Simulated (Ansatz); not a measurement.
# SnO2: the cost of one run

Computed with Ansatz 0.2.0 (DFT PBE, scalar-relativistic, plane waves, PAW, unless a step's input says otherwise).

41 further runs of the same task are left out: 41 set aside as unsound or not needed.

### Step 1. Starting point

The structure is orthorhombic, space group Pbcn (No. 60). The conventional cell has a = 4.790 Å, b = 5.824 Å, c = 5.306 Å, α = 90.00°, β = 90.00°, γ = 90.00°. Sn (site symmetry 2) has 6 O at 2.06 to 2.14 Å as nearest neighbours. O (site symmetry 1) is surrounded by 3 Sn at 2.06 to 2.14 Å.

As a file:

```xyz
12
Lattice="4.7904 0.0000 0.0000 0.0000 5.8237 0.0000 0.0000 0.0000 5.3055" Properties=species:S:1:pos:R:3 pbc="T T T"
Sn    2.3952    3.8737    3.9792
Sn    0.0000    4.8618    1.3264
Sn    2.3952    1.9500    1.3264
Sn    0.0000    0.9619    3.9792
O     3.4976    3.5353    0.4147
O     1.1024    5.2002    4.8908
O     3.6880    5.2002    3.0675
O     1.2928    3.5353    2.2380
O     3.4976    2.2884    3.0675
O     1.1024    0.6235    2.2380
O     3.6880    0.6235    0.4147
O     1.2928    2.2884    4.8908
```

It goes back to an entry of the Materials Project, which need not be the stable form.

It is the result of an earlier relaxation at this level (volume 12.33 Å³/atom; gap on the mesh: 1.00 eV).

### Step 2. Plan of the line

The energy is mapped over volume and the cell's shape.

- volume per atom: 9 values from 10.36 to 14.31 Å³
- stretch along b over the lengths across it, relative to the relaxed cell: 9 values from 0.923 to 1.083

Nothing else is relaxed (fractional coordinates fixed). Energies count from the relaxed crystal. Points are written as (first, second).

### Step 3. Point (10.36 Å³, 1.020)

The input, input.yaml:

```yaml
crystal:
  lattice:
    - [4.4899054259, 0.0, 0.0]
    - [0.0, 5.5686502773, 0.0]
    - [0.0, 0.0, 4.9727403394]
  atoms:
    - { symbol: Sn, position: [0.5, 0.6651654903, 0.75] }
    - { symbol: Sn, position: [0.0, 0.8348345097, 0.25] }
    - { symbol: Sn, position: [0.5, 0.3348345097, 0.25] }
    - { symbol: Sn, position: [0.0, 0.1651654903, 0.75] }
    - { symbol: O, position: [0.7301204269, 0.6070551965, 0.0781681516] }
    - { symbol: O, position: [0.2301204269, 0.8929448035, 0.9218318484] }
    - { symbol: O, position: [0.7698795731, 0.8929448035, 0.5781681516] }
    - { symbol: O, position: [0.2698795731, 0.6070551965, 0.4218318484] }
    - { symbol: O, position: [0.7301204269, 0.3929448035, 0.5781681516] }
    - { symbol: O, position: [0.2301204269, 0.1070551965, 0.4218318484] }
    - { symbol: O, position: [0.7698795731, 0.1070551965, 0.0781681516] }
    - { symbol: O, position: [0.2698795731, 0.3929448035, 0.9218318484] }
basis:
  ecutwfc: 520.0
kpoints:
  mp_grid: { grid: [6, 6, 6] }
hamiltonian:
  xc: pbe
  pseudopotentials: { kind: paw, azcp: { folder: soft_1 } }
scf:
  occupations: { method: gaussian, width: 0.05 }
output:
  forces: true
  stress: true
  eigenvalues: true
```

Command:

```console
$ ansatz run input.yaml --threads 4 --pin off --max-ram 8192MiB --backend cpu --events-out ev --progress --plain --runs-dir out
```

What time and memory should one allow on 4 threads of Intel Xeon Platinum 8488C (Sapphire Rapids), shared host?

About 8.1 s, with a peak of 0.89 GiB.
